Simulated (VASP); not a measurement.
# Tm (Fm-3m) in VASP: further runs

The runs below take Tm through single point, with PBEsol.

Everything below comes from runs of VASP 6.6.1. Logs are shortened: lines on timing, memory, paths and dates and some standing lists are left out, and cuts for length are marked.

**1. The structure**

Symmetry: Fm-3m, No. 225, cubic system. The conventional cell has a = 4.936 Å, b = 4.936 Å, c = 4.936 Å, α = 90.00°, β = 90.00°, γ = 90.00°. Tm (site symmetry m-3m) has 12 Tm at 3.49 Å as nearest neighbours.

This isn't the form of Tm at room conditions, which is hcp.

**2. Single point, PBEsol, collinear spin, ferromagnetic start**

Contents of INCAR:

```
ADDGRID = False
ALGO = Normal
EDIFF = 1E-6
ENCUT = 450
GGA = PS
ISIF = 2
ISMEAR = 1
ISPIN = 2
LASPH = True
LCHARG = False
LMAXMIX = 6
LORBIT = 11
LREAL = False
LWAVE = False
MAGMOM = 2
NBANDS = 22
NELM = 100
PREC = Low
SIGMA = 0.2
```

Contents of KPOINTS:

```
k-points
0
Gamma
  7 7 7
```

Contents of POSCAR:

```
Tm
1.0
    0.0000000000      2.4680255249      2.4680255249
    2.4680255249      0.0000000000      2.4680255249
    2.4680255249      2.4680255249      0.0000000000
Tm
1
Direct
    0.0000000000      0.0000000000      0.0000000000
```

Potentials or basis: VASP PAW PBE potentials, release 64 (Tm).

Run with:

```console
$ cat potpaw_PBE.64/Tm/POTCAR > POTCAR
$ mpirun -np 1 vasp_std > vasp.out
```

OUTCAR:

```text
EDIFF = 1E-6
   ENCUT = 450
   GGA = PS
   ISIF = 2
   ISMEAR = 1
   ISPIN = 2
   LASPH = True
   LORBIT = 11
   LREAL = False
   NELM = 100
   PREC = Low

 Found     20 irreducible k-points:

 Following reciprocal coordinates:
            Coordinates               Weight
  0.000000  0.000000  0.000000      1.000000
  0.142857  0.000000  0.000000      8.000000
  0.285714  0.000000  0.000000      8.000000
  0.428571  0.000000  0.000000      8.000000
  0.142857  0.142857  0.000000      6.000000
  0.285714  0.142857  0.000000     24.000000
   k-points           NKPTS =     20   k-points in BZ     NKDIM =     20   number of bands    NBANDS=     22
   number of dos      NEDOS =    301   number of ions     NIONS =      1
   total plane-waves  NPLWV =   5832
   dimension x,y,z NGX =    18 NGY =   18 NGZ =   18
   dimension x,y,z NGXF=    24 NGYF=   24 NGZF=   24
   ions per type =               1
   NGX,Y,Z   is equivalent  to a cutoff of   8.57,  8.57,  8.57 a.u.
   NGXF,Y,Z  is equivalent  to a cutoff of  11.43, 11.43, 11.43 a.u.
 SYSTEM =  unknown system
   PREC   = low       normal or accurate (medium, high low for compatibility)
   ISTART =      0    job   : 0-new  1-cont  2-samecut
   ICHARG =      2    charge: 1-file 2-atom 10-const
   ISPIN  =      2    spin polarized calculation?
   LNONCOLLINEAR =      F non collinear calculations
   LSORBIT =      F    spin-orbit coupling
   LASPH  =      T    aspherical Exc in radial PAW
   ENCUT  =  450.0 eV  33.07 Ry    5.75 a.u.   6.04  6.04  6.04*2*pi/ulx,y,z
   NELM   =    100;   NELMIN=  2; NELMDL= -5     # of ELM steps
   EDIFF  = 0.1E-05   stopping-criterion for ELM
   LREAL  =      F    real-space projection
   EDIFFG = 0.1E-04   stopping-criterion for IOM
   NSW    =      0    number of steps for IOM
   IBRION =     -1    ionic relax: 0-MD 1-quasi-New 2-CG
   NFREE  =      0    steps in history (QN), initial steepest desc. (CG)
   ISIF   =      2    stress and relaxation
   ISYM   =      2    0-nonsym 1-usesym 2-fastsym
   POTIM  = 0.5000    time-step for ionic-motion
   TEBEG  =    0.0;   TEEND  =   0.0 temperature during run
   PSTRESS=    0.0 pullay stress
   NELECT =      23.0000    total number of electrons
   NUPDOWN=      -1.0000    fix difference up-down
   EMIN   =  10.00;   EMAX   =-10.00  energy-range for DOS
   EFERMI =   0.00;   METHOD = LEGACY
   ISMEAR =     1;   SIGMA  =   0.20  broadening in eV -4-tet -1-fermi 0-gaus
   EFERMI_NEDOS =   21; number of points for ismear=-14 and -15
   IALGO  =     38    algorithm
   IMIX   =      4    mixing-type and parameters
     AMIX     =   0.40;   BMIX     =  1.00
     AMIX_MAG =   1.60;   BMIX_MAG =  1.00
  volume/ion in A,a.u.               =      30.07       202.90
  Fermi-wavevector in a.u.,A,eV,Ry     =   1.497239  2.829371 30.500515  2.241725
  Thomas-Fermi vector in A             =   2.609152
   LORBIT       =     11    0 simple, 1 ext, 2 COOP (PROOUT), +10 PAW based schemes
   GGA     = PS    functional components
   LHFCALC =     F    Hartree Fock is set to
   AEXX    =    0.0000 exact exchange contribution
   IVDW    =     0    specifies the selected vdW correction
   LEPSILON=     F    determine dielectric tensor
   LRPA    =     F    only Hartree local field effects (RPA)
 spin polarized calculation
 Methfessel and Paxton  Order N= 1 SIGMA  =   0.20
  energy-cutoff  :      450.00
  volume of cell :       30.07
 maximum number of plane-waves:       663
   NGX = 13   NGY = 13   NGZ = 13

 number of electron      23.0000223 magnetization       1.0601309

 Free energy of the ion-electron system (eV)
  ---------------------------------------------------
  ext. energy  EPLUGINS =         0.00000000
  ---------------------------------------------------
  free energy    TOTEN  =        -4.33435209 eV

  energy without entropy =       -4.31632607  energy(sigma->0) =       -4.32834342

 E-fermi :   2.1157     XC(G=0): -10.4215

 val. band max:        2.1154539709   @ k =  -0.2857   0.2857   0.0000
 cond. band min:       2.1273712686   @ k =  -0.4286   0.4286   0.1429
 fundamental gap:      0.0119172976
 Fermi energy:         2.1157054858

 spin component 1

 k-point     1 :       0.0000    0.0000    0.0000
  band No.  band energies     occupation
      1     -48.2213      1.00000
      2     -21.1285      1.00000
      3     -21.1285      1.00000
      4     -21.1284      1.00000
      5      -3.1290      1.00000
      6       0.5342      1.00000
[... 14 lines left out ...]
     21      15.9075      0.00000
     22      17.9894      0.00000
[... 102 lines left out ...]
  band No.  band energies     occupation
      1     -48.1953      1.00000
      2     -21.4584      1.00000
      3     -21.2161      1.00000
      4     -21.2096      1.00000
      5      -1.2391      1.00000
      6       0.5816      1.00000
[... 14 lines left out ...]
     21      17.3284      0.00000
     22      19.6370      0.00000

 [... further k-points ...]

 spin component 2

 k-point     1 :       0.0000    0.0000    0.0000
  band No.  band energies     occupation
      1     -47.7041      1.00000
      2     -20.7862      1.00000
      3     -20.7862      1.00000
      4     -20.7862      1.00000
      5      -3.3179      1.00000
      6       1.8934      1.03317
[... 14 lines left out ...]
     21      15.8240      0.00000
     22      17.7959      0.00000
[... 102 lines left out ...]
  band No.  band energies     occupation
      1     -47.6764      1.00000
      2     -21.1367      1.00000
      3     -20.8788      1.00000
      4     -20.8720      1.00000
      5      -1.4079      1.00000
      6       1.7918      1.02218
[... 14 lines left out ...]
     21      17.1917      0.00000
     22      19.5773      0.00000

 [... further k-points ...]

------------------------ aborting loop because EDIFF is reached ----------------------------------------

  FORCE on cell =-STRESS in cart. coord.  units (eV):
  Direction    XX          YY          ZZ          XY          YZ          ZX
  --------------------------------------------------------------------------------------
  -------------------------------------------------------------------------------------
  Total        0.0051174      0.0051174      0.0051174      0.0000000      0.0000000     -0.0000000
  in kB        0.2726966      0.2726966      0.2726966      0.0000000      0.0000000     -0.0000000
  external PRESSURE =       0.2726966 kB  Pullay stress =       0.0000000 kB

 VOLUME and BASIS-vectors are now :
 -----------------------------------------------------------------------------
  energy-cutoff  :      450.00
  volume of cell :       30.07
      direct lattice vectors                 reciprocal lattice vectors
     0.000000000  2.468025525  2.468025525    -0.202591098  0.202591098  0.202591098
     2.468025525  0.000000000  2.468025525     0.202591098 -0.202591098  0.202591098
     2.468025525  2.468025525  0.000000000     0.202591098  0.202591098 -0.202591098

 POSITION                                       TOTAL-FORCE (eV/Angst)
 -----------------------------------------------------------------------------------
      0.00000      0.00000      0.00000        -0.000000      0.000000      0.000000
 -----------------------------------------------------------------------------------
    total drift:                               -0.000000      0.000000     -0.000000

  FREE ENERGIE OF THE ION-ELECTRON SYSTEM (eV)
  ---------------------------------------------------
  free  energy   TOTEN  =        -4.3343520942 eV

  energy  without entropy=       -4.3163260672  energy(sigma->0) =       -4.32834342

 total charge

# of ion       s       p       d       f       tot
--------------------------------------------------
    1        2.224   5.932   0.413  12.501  21.070

 magnetization (x)

# of ion       s       p       d       f       tot
--------------------------------------------------
    1        0.003  -0.034  -0.065   1.284   1.188
```

It took 55 s on 1 thread of Intel Xeon Platinum 8375C at 2.90GHz (Ice Lake), shared host; peak memory 0.13 GiB.

These settings aren't checked as converged: the numbers below hold their error.

Results:

- Free energy: -4.3344 eV
- Pressure: 0.0 GPa
- Band gap on the k mesh: none (metal or under the smearing width)
- Net moment: 1.06 μB per cell
- Site moments: Tm +1.19 μB
- Valence electrons inside the program's atomic spheres: Tm 21.07

Caveat: the magnetic or orbital state may not be the lowest; the PAW data sets were made with another functional, which shifts forces and pressure a little; spin-orbit coupling is left out, which moves the levels of the heavy elements.

**3. Single point, PBEsol, collinear spin, ferromagnetic start**

Edit INCAR of step 2 so:

```diff
@@ -17,3 +17,3 @@
 NELM = 100
-PREC = Low
+PREC = Normal
 SIGMA = 0.2
```

KPOINTS is that of step 2.

POSCAR is that of step 2.

Potentials or basis: VASP PAW PBE potentials, release 64 (Tm).

Run with:

```console
$ cat potpaw_PBE.64/Tm/POTCAR > POTCAR
$ mpirun -np 1 vasp_std > vasp.out
```

Run time: 44 s. Hardware: 1 thread of Intel Xeon Platinum 8375C at 2.90GHz (Ice Lake), shared host; peak memory 0.14 GiB.

The run converged, but some of its settings lie outside the range that counts as converged, so its numbers aren't taken as properties of the crystal.

What came out:

| Property | Result |
| --- | --- |
| Free energy | -4.3332 eV |
| Pressure | 0.1 GPa |
| Band gap on the k mesh | none (metal or under the smearing width) |
| Net moment | 1.06 μB per cell |
| Site moments | Tm +1.19 μB |
| Valence electrons inside the program's atomic spheres | Tm 21.07 |

Caveat: the magnetic or orbital state may not be the lowest; the PAW data sets were made with another functional, which shifts forces and pressure a little; spin-orbit coupling is left out, which moves the levels of the heavy elements.

**4. Single point, PBEsol, collinear spin, ferromagnetic start**

Edit INCAR of step 3 so:

```diff
@@ -12,3 +12,3 @@
 LORBIT = 11
-LREAL = False
+LREAL = Auto
 LWAVE = False
@@ -17,3 +17,3 @@
 NELM = 100
-PREC = Normal
+PREC = Accurate
 SIGMA = 0.2
```

KPOINTS is that of step 3.

POSCAR is that of step 3.

Run with:

```console
$ cat potpaw_PBE.64/Tm/POTCAR > POTCAR
$ mpirun -np 1 vasp_std > vasp.out
```

It took 2.5 min on 1 thread of Intel Xeon Platinum 8375C at 2.90GHz (Ice Lake), shared host; peak memory 0.16 GiB.

These settings aren't checked as converged: the numbers below hold their error.

Results:

* Free energy: -4.3332 eV
* Pressure: 0.1 GPa
* Band gap on the k mesh: none (metal or under the smearing width)
* Net moment: 1.06 μB per cell
* Site moments: Tm +1.19 μB
* Valence electrons inside the program's atomic spheres: Tm 21.07

Caveat: the magnetic or orbital state may not be the lowest; the PAW data sets were made with another functional, which shifts forces and pressure a little; spin-orbit coupling is left out, which moves the levels of the heavy elements.

**5. Single point, PBEsol, collinear spin, ferromagnetic start**

Edit INCAR of step 4 so:

```diff
@@ -2,3 +2,3 @@
 ALGO = Normal
-EDIFF = 1E-6
+EDIFF = 0.01
 ENCUT = 450
@@ -12,3 +12,3 @@
 LORBIT = 11
-LREAL = Auto
+LREAL = False
 LWAVE = False
```

KPOINTS is that of step 4.

POSCAR is that of step 4.

Run with:

```console
$ cat potpaw_PBE.64/Tm/POTCAR > POTCAR
$ mpirun -np 1 vasp_std > vasp.out
```

It took 25 s on 1 thread of Intel Xeon Platinum 8375C at 2.90GHz (Ice Lake), shared host; peak memory 0.16 GiB.

These settings aren't checked as converged: the numbers below hold their error.

Results:

```
Free energy                                           : -4.3409 eV
Pressure                                              : -23.7 GPa
Band gap on the k mesh                                : none (metal or under the smearing width)
Net moment                                            : 1.08 μB per cell
Site moments                                          : Tm +1.15 μB
Valence electrons inside the program's atomic spheres : Tm 21.10
```

Caveat: the magnetic or orbital state may not be the lowest; the PAW data sets were made with another functional, which shifts forces and pressure a little; spin-orbit coupling is left out, which moves the levels of the heavy elements.
